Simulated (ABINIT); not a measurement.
A run of ABINIT 10.8.3 (patched build):

File run.abi:

```
pp_dirpath "./"
pseudos "Pb.upf, O.upf"

acell 3.99 3.99 5.01 Angstrom
rprim
     1.0000000000     0.0000000000     0.0000000000
     0.0000000000     1.0000000000     0.0000000000
     0.0000000000     0.0000000000     1.0000000000
ntypat 2
znucl 82 8
natom 4
typat 1 1 2 2
xcart
     1.9950000000     0.0000000000     3.8076000000
     0.0000000000     1.9950000000     1.2024000000
     1.9950000000     1.9950000000     0.0000000000
     0.0000000000     0.0000000000     0.0000000000 Angstrom

ecut 1142.878222 eV

kptopt 1
ngkpt 7 7 6
nshiftk 1
shiftk 0.0 0.0 0.0

ixc -116133

nband 24
occopt 3
tsmear 0.05 eV

nstep 100
tolvrs 1.0e-10

iomode 3
prtwf 0
prtden 0
prteig 0
prtebands 0
enunit 1
```

Potentials or basis: PseudoDojo NC SR PBEsol v0.4.1 standard.

Launch:

```bash
$ abinit run.abi > log 2>&1
```

Hardware: 1 thread of Arm Neoverse V2, on a shared host.

Question: Estimate the wall time of this run.

Answer: It took 4.1 min on 1 thread of Arm Neoverse V2, on a shared host, peak memory 0.19 GiB. Counts: scf iterations 14, mpi ranks 1, k points 40, bands 24, plane waves 7032.
